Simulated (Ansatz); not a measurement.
# PbSe (Clausthalite) (Fm-3m) in Ansatz: further runs

Aim: see how the results for PbSe (Clausthalite) move with the level of theory and the settings. Levels: PBEsol+D4, PBE. Tasks: electron localisation function, single point.

Everything below comes from runs of Ansatz 0.2.0. Logs are shortened: lines on timing, memory, paths and dates and some standing lists are left out, and cuts for length are marked.

## 1. The crystal as given

The structure is cubic, space group Fm-3m (No. 225). Conventional cell: a = 6.121 Å, b = 6.121 Å, c = 6.121 Å, α = 90.00°, β = 90.00°, γ = 90.00°. Pb (site symmetry m-3m) is surrounded by 6 Se at 3.06 Å. Around Se (site symmetry m-3m) lie 6 Pb at 3.06 Å.

## 2. Electron localisation function, PBEsol+D4 (atoms moved at random, drawn with an rms of 0.1 Å)

input.yaml

```yaml
crystal:
  lattice:
    - [0.0, 3.06065, 3.06065]
    - [3.06065, 0.0, 3.06065]
    - [3.06065, 3.06065, 0.0]
  atoms:
    - { symbol: Pb, position: [0.0304, 0.004468, -0.015238] }
    - { symbol: Se, position: [0.504918, 0.495076, 0.495155] }
kpoints:
  mp_grid: { grid: [8, 8, 8] }
scf:
  occupations: { method: gaussian, width: 0.05 }
hamiltonian:
  xc: pbesol
  dispersion: d4
  pseudopotentials: { kind: all_electron, datasets: crystal }
output:
  forces: true
  stress: true
  eigenvalues: true
  elf: true
  volumetric_format: npy
```

Potentials or basis: all-electron PAW datasets made for the crystal.

Started as:

```
$ ansatz run input.yaml --threads 1 --pin off --max-ram 3072MiB --backend cpu --events-out ev --progress --plain --runs-dir out
```

The log of the run:

```text
Warning: RAYON_NUM_THREADS=1 ignored (pool sized by the plan → 1); use --threads N
hamiltonian.pseudopotentials.datasets: crystal makes datasets for this crystal and solves the spheres of its atoms anew in each pass: cutoff 240.0 eV, the density's 960.0 eV; for an error of 0.50 meV an atom under PBE, 1.0 meV for the cell; an energy difference from a run of another recipe may be off by several times the error for the cell, under r2SCAN by more, where some 0.1 meV an atom stays at smaller errors; Se in spheres of 1.376 Å, 6 of its electrons in bands; Pb in spheres of 1.376 Å, 14 of its electrons in bands
Engine: ansatz 0.2.0, x86_64-unknown-linux-gnu
Pseudopotentials: kind: all_electron
Pseudopotential: Pb, paw, valence charge 14, recommended cutoff 240 eV (normal), crystal/all_electron/pbesol/scalar/gaussian/Pb, Koelling and Harmon's equation, gaussian nucleus
Pseudopotential: Se, paw, valence charge 6, recommended cutoff 240 eV (normal), crystal/all_electron/pbesol/scalar/gaussian/Se, Koelling and Harmon's equation, gaussian nucleus
Functional definition: PBEsol
  exchange = pbesol_x
  correlation = pbesol_c
Crystal: 2 atoms, lattice volume = 57.342 Å³
Basis set: ecut = 240 eV, 531 PW (Γ), exchange–correlation on 48×48×48 points (8 copies of the dense FFT grid, shifted against one another)
Bands: 14, of which v1, the nominal top of the filled ones, is band 10 counted from 1 (9 counted from 0)
Symmetry: 1 space group operations
Space group: P1 (ITA 1), of the structure as read, at distance tolerance 3.9e-5 Å
k-points: 260 of 512 (time reversal used)
Non-local potential: Pb, projectors of the file, l = 0: 1, l = 1: 1, l = 2: 2
Non-local potential: Se, projectors of the file, l = 0: 1, l = 1: 1
PAW form: soft (Blöchl's): semilocal exchange-correlation on the pseudo side does not see the compensation charge
PAW one-centre angular grid: Pb, 590 points (default); XC on its mesh's 1809 points in the sphere
PAW one-centre angular grid: Se, 110 points (default); XC on its mesh's 1903 points in the sphere
Initial density: superposition of atomic densities (neutral atoms: chi_scale 0, normalization atom)
Initial wavefunctions: pseudopotential atomic-orbital guess
Functional: x = pbesol(κ = 0.804, μ = 0.12345679012345678), c = pbesol(β = 0.046)
iter 1 solved again at ethr=4.67e-3 eV; its pass at ethr=1.00e-1 eV (dr2=9.35e-1 eV) is discarded
SCF iter   1: F=—  HF=-633997.773780 eV  |F-HF|=—  |Δ(HF+E_count)|=         —  Δρ=2.50e-2  dr2=9.03e-1  ethr=4.67e-3  ⟨swp⟩=3.3  Hψ=19536  notcnv=0
preconditioner: auto → none  [insulator: Δε(μ)=0.547 eV  Ē_g=14.964 eV  σ=0.050 eV  W_gap=1.00  n_scr=14 (ndim 8)  ℏωp=21.9 eV  f_vac=0.000  D(μ)=0.00/eV (n_scr^D=0)  ε∞_Penn≈3.1]
iter 2 solved again at ethr=4.51e-4 eV; its pass at ethr=4.52e-3 eV (dr2=9.02e-2 eV) is discarded
SCF iter   2: F=—  HF=-633997.522224 eV  |F-HF|=—  |Δ(HF+E_count)|=   2.52e-1  Δρ=1.09e-2  dr2=9.25e-2  ethr=4.51e-4  ⟨swp⟩=2.1  Hψ=17805  notcnv=0  defer=11
SCF iter   3: F=—  HF=-633997.494598 eV  |F-HF|=—  |Δ(HF+E_count)|=   2.76e-2  Δρ=4.11e-3  dr2=8.36e-3  ethr=4.51e-4  ⟨swp⟩=3.0  Hψ=8151  notcnv=0  defer=4
SCF iter   4: F=—  HF=-633997.493557 eV  |F-HF|=—  |Δ(HF+E_count)|=   1.04e-3  Δρ=3.75e-4  dr2=6.87e-5  ethr=4.18e-5  ⟨swp⟩=2.0  Hψ=6302  notcnv=0  defer=5
SCF iter   5: F=—  HF=-633997.495893 eV  |F-HF|=—  |Δ(HF+E_count)|=   2.34e-3  Δρ=1.51e-4  dr2=1.31e-5  ethr=3.44e-7  ⟨swp⟩=3.0  Hψ=9153  notcnv=0  defer=6
SCF iter   6: F=—  HF=-633997.495896 eV  |F-HF|=—  |Δ(HF+E_count)|=   3.07e-6  Δρ=5.40e-5  dr2=2.04e-6  ethr=6.54e-8  ⟨swp⟩=3.0  Hψ=7071  notcnv=0  defer=3
SCF iter   7: F=—  HF=-633997.495896 eV  |F-HF|=—  |Δ(HF+E_count)|=   2.77e-8  Δρ=3.61e-5  dr2=1.05e-6  ethr=1.02e-8  ⟨swp⟩=3.0  Hψ=7580  notcnv=0
SCF iter   8: F=-633997.495896 eV  HF=-633997.495896 eV  |F-HF|=2.89e-8  |Δ(HF+E_count)|=   2.58e-7  Δρ=7.00e-6  dr2=3.65e-8  ethr=5.23e-9  ⟨swp⟩=3.0  Hψ=6960  notcnv=0  defer=1
SCF 1 converged in 8 iterations: F = -633997.495896 eV  dr2 = 3.65e-8
  Residual-converged pass: ⟨swp⟩=3.8  Hψ=9120  notcnv=0  max |occ|·‖R‖ = 5.2e-6 eV (tolerance 5.3e-6 eV)  dr2=3.89e-8  dr2_onsite=3.81e-8  max |Δocc| = 1.7e-8
SCF converged after 8 iterations
Free energy (F): -633997.495896 eV
Harris-Foulkes:  -633997.495896 eV  (|F-HF|=2.89e-8)
Internal energy: -633997.495896 eV  (E = F + TS)
E sigma→0 (E₀):  -633997.495896 eV
Entropy (-TS):   -0.000000 eV (-0.000 meV/atom)
Past the cutoff: the bands carry plane waves up to 1.75 times it, of which those up to 1.5 times it add -0.000363 eV an atom, each by itself; the spheres take 0.000646 eV an atom off the energy for waves past 1.75 times it
By the cutoff:   a pressure is off by up to 0.008 GPa (1.2 times the spheres' own share and the shells' term, over an atom's volume, and 0.004 GPa: a bound that held against runs at twice the plane waves)
Past the cutoffs: a stress includes 0.0022 GPa for waves and charges beyond them, in addition to the slope of what the spheres take
In the spheres:  the bands' charges fall short by 1.6e-6 e at most (sound up to 1e-3)
Fermi energy:    11.710765 eV
--- Per-component energies (eV) ---
  E_band       = 8.880461
  E_kinetic    = 233.067515
  E_local      = -1089.818025  (includes V_loc(G=0)·N_el)
  E_nonlocal   = 370.542540
  E_hartree    = 501.103541
  E_xc         = -143.611574
  E_vxc        = -174.576781  (∫ρ·V_xc dr)
  E_paw        = -635841.934670  (= ΣΔE_a)
  E_vpaw       = -3771.993701  (= ΣTr[D̂ρ^β])
  E_ewald      = -1465.833654
  E_disp       = -0.462002  (pairwise vdW)
  E_smearing   = -0.000000  (= −TS)
  E_closure    = 3439.450434  (closes the sum)
  Σ components = -633997.495896   (vs F -633997.495896, Δ=0.00e0)
  The terms above E_closure are by the made datasets' own strengths, without shells solved beside the bands.
--- Forces (eV/Å), atoms counted from 1 ---
  atom   1  Pb     0.00170509    -0.02699608    -0.05921292
  atom   2  Se    -0.00170105     0.02693540     0.05916895
  max |Σ_I F_I| component: 6.07e-5 eV/Å
--- Stress (GPa, compression-positive) ---
       -1.723990      -0.001347      -0.002972
       -0.001347      -1.639363       0.045139
       -0.002972       0.045139      -1.255677
  P = ⅓ Tr σ = -1.5397 GPa (-15.397 kbar)
--- Band table (eV; the first three rows and the last of 260) ---
  k-point 0: bands = ["-5.1598", "-5.1593", "-5.1589", "-5.1581", "-5.1579", "-2.0274", "5.2874", "9.7003", "9.7328", "9.7341", "16.1898", "16.1958"]
  k-point 1: bands = ["-5.1639", "-5.1624", "-5.1576", "-5.1541", "-5.1532", "-1.9079", "4.8916", "9.7532", "9.7706", "9.9928", "15.1577", "15.5704"]
  k-point 2: bands = ["-5.1734", "-5.1712", "-5.1564", "-5.1423", "-5.1412", "-1.5797", "4.0168", "9.8626", "9.8821", "10.5401", "13.6941", "14.4780"]
  k-point 259: bands = ["-5.1856", "-5.1837", "-5.1561", "-5.1251", "-5.1243", "-0.9603", "2.7959", "10.0838", "10.1277", "11.4660", "11.9430", "13.2598"]
```

Run time: 33 s. Hardware: 1 thread of Intel Xeon at 2.70GHz, shared host; peak memory 0.88 GiB.

Results:

* Free energy: -633997.4959 eV
* Pressure: -1.5 GPa
* Largest force: 0.065 eV/Å
* Band gap on the k mesh: 0.28 eV, direct

Forces in eV/Å, atoms in the order of the input:
```
Pb   0.002 -0.027 -0.059
Se  -0.002  0.027  0.059
```

Levels at points of the mesh, in eV from the valence-band top:
```
              k point  band 6  band 7  band 8  band 9  band 10  band 11  band 12
   (0.00, 0.00, 0.00)  -13.60   -6.29   -1.87   -1.84    -1.84     4.62     4.62
  (0.00, 0.00, -0.50)  -12.52   -8.80   -1.49   -1.46    -0.01     0.28     1.71
  (0.00, -0.50, 0.00)  -12.52   -8.80   -1.49   -1.46     0.00     0.28     1.71
 (0.00, -0.50, -0.50)  -12.16   -7.36   -5.00   -3.23    -3.19     3.50     5.64
  (-0.50, 0.00, 0.00)  -12.53   -8.77   -1.49   -1.44    -0.11     0.38     1.69
 (-0.50, 0.00, -0.50)  -12.15   -7.38   -4.98   -3.22    -3.21     3.52     5.64
 (-0.50, -0.50, 0.00)  -12.14   -7.43   -4.94   -3.22    -3.22     3.59     5.62
(-0.50, -0.50, -0.50)  -12.53   -8.78   -1.49   -1.44    -0.11     0.37     1.69
```

Caveat: spin-orbit coupling is left out, which as a rule narrows the gap of such compounds by several tenths of an eV.

## 3. Single point, PBE

input.yaml

```yaml
crystal:
  lattice:
    - [0.0, 3.06065, 3.06065]
    - [3.06065, 0.0, 3.06065]
    - [3.06065, 3.06065, 0.0]
  atoms:
    - { symbol: Pb, position: [0.0, 0.0, 0.0] }
    - { symbol: Se, position: [0.5, 0.5, 0.5] }
kpoints:
  mp_grid: { grid: [5, 5, 5] }
scf:
  occupations: { method: fermi_dirac, width: 0.02 }
hamiltonian:
  xc: pbe
  pseudopotentials: { kind: all_electron, lapw: { basis_error: 0.002 } }
output:
  forces: true
  stress: true
  eigenvalues: true
```

Potentials or basis: all-electron LAPW, scalar-relativistic.

Started as:

```
$ ansatz run input.yaml --threads 1 --pin off --max-ram 3072MiB --backend cpu --events-out ev --progress --plain --runs-dir out
```

It took 3.2 s on 1 thread of Arm Neoverse V2, shared host; peak memory 0.23 GiB.

It converged, with:

- Free energy: -634193.3847 eV
- Pressure: 2.3 GPa

Levels at points of the mesh, in eV from the Fermi level:
```
           k point  band 27  band 28  band 29  band 30  band 31  band 32  band 33  band 34
(0.00, 0.00, 0.00)    -6.52    -2.10    -2.10    -2.10     4.49     4.49     4.49     6.30
```

Caveat: this odd mesh misses L, where the gap lies, so gap, dielectric constants and Born charges aren't listed. Spin-orbit coupling is left out, which matters for the levels of Pb.
